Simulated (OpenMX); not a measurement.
ZrSe2:

```
CELL_PARAMETERS angstrom
3.79800 0.00000 0.00000
-1.89900 3.28916 0.00000
0.00000 0.00000 6.19200
ATOMIC_POSITIONS crystal
Zr 0.00000 0.00000 0.00000
Se 0.66667 0.33333 0.75000
Se 0.33333 0.66667 0.25000
```

Base run:

* Program: OpenMX 3.8.5
* Functional: PBE
* Potentials or basis: OpenMX 2013 PBE set, Zr7.0-s3p2d2f1, Se7.0-s3p2d2f1, grid cutoff 400 Ry
* k mesh: 9 × 9 × 5
* Occupations: fermi-dirac, width 0.05 eV
* Spin: no spin polarisation

Its results: band gap on the k mesh 0.33 eV, indirect (least direct gap 0.97 eV); pressure 2.2 GPa; largest force 0.442 eV/Å.

Problem. The run is repeated on the same cell with these changes: functional from PBE to LDA; potentials or basis from OpenMX 2013 PBE set, Zr7.0-s3p2d2f1, Se7.0-s3p2d2f1, grid cutoff 400 Ry to OpenMX 2013 LDA set, Zr7.0-s3p2d2, Se7.0-s3p2d2, grid cutoff 400 Ry. What comes out?

Solution. Band gap on the k mesh 0.21 eV, indirect (least direct gap 0.85 eV); pressure -2.0 GPa; largest force 0.243 eV/Å.

Caveats: the basis of atomic orbitals isn't converged, which shifts pressures, moduli and gaps; this functional lacks dispersion, which binds the layers, so the pressure and a relaxed spacing across them are unreliable (some runs).

A k mesh can miss the band edges.
